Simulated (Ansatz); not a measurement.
Computed with Ansatz 0.2.0, DFT PBEsol, scalar-relativistic, plane waves, PAW.

Structure of SiGe:

```xyz
4
Lattice="3.9006 0.0000 0.0000 -1.9503 3.3780 0.0000 0.0000 0.0000 6.4434" Properties=species:S:1:pos:R:3 pbc="T T T"
Si    1.9503    1.1260    5.6350
Si    0.0000    2.2520    2.4133
Ge    1.9503    1.1260    3.2246
Ge    0.0000    2.2520    0.0029
```

Settings: cutoff 420 eV, Γ-centred mesh 12×12×6 on the computed 4-atom cell, Gaussian smearing of 0.02 eV; no spin polarisation.

Levels along Γ–M–K–Γ–A–L–H–A | L–M | H–K, in eV from a zero inside the gap, sorted by energy at each point. Points in fractions of the primitive reciprocal vectors: Γ (0.000 0.000 0.000), M (0.500 0.000 0.000), K (0.333 0.333 0.000), A (0.000 0.000 0.500), L (0.500 0.000 0.500), H (0.333 0.333 0.500).
```
point k (1/Å, with 2π) band 15  band 16  band 17  band 18  band 19  band 20  band 21
    Γ             0.000    -1.76    -0.49    -0.17    -0.17     0.23     1.30     1.85
    -             0.133    -1.89    -0.85    -0.59    -0.29     0.74     1.61     1.88
    -             0.266    -2.20    -2.02    -0.88    -0.59     1.02     1.91     2.48
    -             0.399    -3.21    -2.56    -1.35    -0.93     0.84     2.13     2.89
    -             0.531    -4.34    -2.89    -1.92    -1.25     0.61     2.15     2.94
    -             0.664    -5.16    -3.14    -2.50    -1.50     0.39     1.98     3.18
    -             0.797    -5.05    -3.30    -3.00    -1.65     0.23     1.84     3.06
    M             0.930    -4.95    -3.35    -3.21    -1.70     0.17     1.79     3.01
    -             1.007    -4.94    -3.48    -3.22    -1.85     0.37     1.98     2.58
    -             1.083    -4.93    -3.77    -3.24    -2.20     0.90     2.05     2.53
    -             1.160    -4.95    -4.07    -3.28    -2.62     1.62     1.64     3.16
    -             1.237    -5.06    -4.21    -3.35    -3.02     1.28     2.47     3.76
    -             1.313    -5.24    -4.17    -3.47    -3.32     1.01     3.38     4.15
    -             1.390    -5.38    -4.03    -3.63    -3.51     0.84     4.27     4.42
    K             1.467    -5.43    -3.83    -3.83    -3.58     0.79     4.60     4.60
    -             1.620    -5.24    -4.31    -3.37    -3.32     0.98     4.02     4.29
    -             1.774    -4.74    -4.73    -2.87    -2.71     1.44     3.30     3.58
    -             1.927    -4.79    -4.02    -2.21    -2.07     1.92     2.65     3.00
    -             2.081    -3.64    -3.22    -1.48    -1.46     1.86     2.15     2.48
    -             2.234    -2.50    -2.32    -0.96    -0.81     1.47     1.86     2.07
    -             2.387    -1.95    -1.02    -0.62    -0.34     0.86     1.66     1.84
    Γ             2.541    -1.76    -0.49    -0.17    -0.17     0.23     1.30     1.85
    -             2.611    -1.75    -0.77    -0.21    -0.21     0.25     1.57     1.89
    -             2.680    -1.71    -1.36    -0.31    -0.31     0.30     1.98     1.98
    -             2.750    -1.64    -1.64    -0.45    -0.45     0.38     1.97     2.12
    -             2.819    -1.55    -1.55    -0.62    -0.62     0.50     1.75     2.29
    -             2.889    -1.43    -1.43    -0.80    -0.80     0.65     1.50     2.48
    -             2.959    -1.30    -1.30    -0.97    -0.97     0.82     1.26     2.68
    A             3.028    -1.14    -1.14    -1.14    -1.14     1.03     1.03     2.90
    -             3.161    -1.67    -1.67    -1.27    -1.27     1.49     1.49     2.83
    -             3.294    -2.52    -2.52    -1.57    -1.57     1.72     1.72     3.19
    -             3.427    -3.08    -3.08    -1.92    -1.92     1.37     1.37     3.54
    -             3.560    -3.17    -3.17    -2.24    -2.24     0.98     0.98     2.96
    -             3.693    -3.03    -3.03    -2.49    -2.49     0.68     0.68     2.29
    -             3.826    -2.86    -2.86    -2.64    -2.64     0.50     0.50     1.78
    L             3.958    -2.78    -2.78    -2.70    -2.70     0.44     0.44     1.60
    -             4.035    -3.00    -3.00    -2.60    -2.60     0.56     0.56     1.68
    -             4.112    -3.37    -3.37    -2.53    -2.53     0.80     0.80     1.97
    -             4.189    -3.79    -3.79    -2.47    -2.47     0.99     0.99     2.51
    -             4.265    -4.17    -4.17    -2.40    -2.40     1.09     1.09     3.24
    -             4.342    -4.47    -4.47    -2.34    -2.34     1.15     1.15     3.70
    -             4.419    -4.66    -4.66    -2.30    -2.30     1.16     1.16     3.58
    H             4.495    -4.72    -4.72    -2.28    -2.28     1.16     1.16     3.53
    -             4.649    -4.51    -4.51    -2.37    -2.37     1.23     1.23     3.71
    -             4.802    -4.00    -4.00    -2.63    -2.63     1.54     1.54     3.90
    -             4.956    -3.30    -3.30    -2.92    -2.92     2.00     2.00     3.33
    -             5.109    -3.06    -3.06    -2.52    -2.52     2.36     2.36     2.79
    -             5.262    -2.69    -2.69    -1.82    -1.82     2.25     2.25     2.57
    -             5.416    -1.79    -1.79    -1.32    -1.32     1.61     1.61     2.76
    A             5.569    -1.14    -1.14    -1.14    -1.14     1.03     1.03     2.90
    L             5.569    -2.78    -2.78    -2.70    -2.70     0.44     0.44     1.60
    -             5.639    -3.18    -2.86    -2.52    -2.49     0.27     0.55     1.70
    -             5.708    -3.61    -3.01    -2.39    -2.33     0.26     0.50     1.93
    -             5.778    -4.02    -3.13    -2.50    -2.15     0.41     0.47     2.22
    -             5.848    -4.39    -3.23    -2.73    -1.97     0.31     0.84     2.53
    -             5.918    -4.69    -3.30    -2.97    -1.83     0.24     1.26     2.81
    -             5.987    -4.88    -3.34    -3.15    -1.74     0.19     1.63     2.98
    M             6.057    -4.95    -3.35    -3.21    -1.70     0.17     1.79     3.01
    H             6.057    -4.72    -4.72    -2.28    -2.28     1.16     1.16     3.53
    -             6.127    -4.90    -4.52    -2.38    -2.38     1.30     1.30     2.92
    -             6.196    -5.06    -4.31    -2.64    -2.64     1.69     1.69     2.35
    -             6.266    -5.19    -4.10    -2.97    -2.97     1.85     2.24     2.24
    -             6.335    -5.29    -3.90    -3.30    -3.30     1.42     2.88     2.88
    -             6.405    -5.37    -3.73    -3.58    -3.58     1.08     3.58     3.58
    -             6.475    -5.42    -3.77    -3.77    -3.62     0.87     4.24     4.24
    K             6.544    -5.43    -3.83    -3.83    -3.58     0.79     4.60     4.60
```

Cost: 1 run of about 1.8 core-minutes, on Arm Neoverse V1 (shared hosts).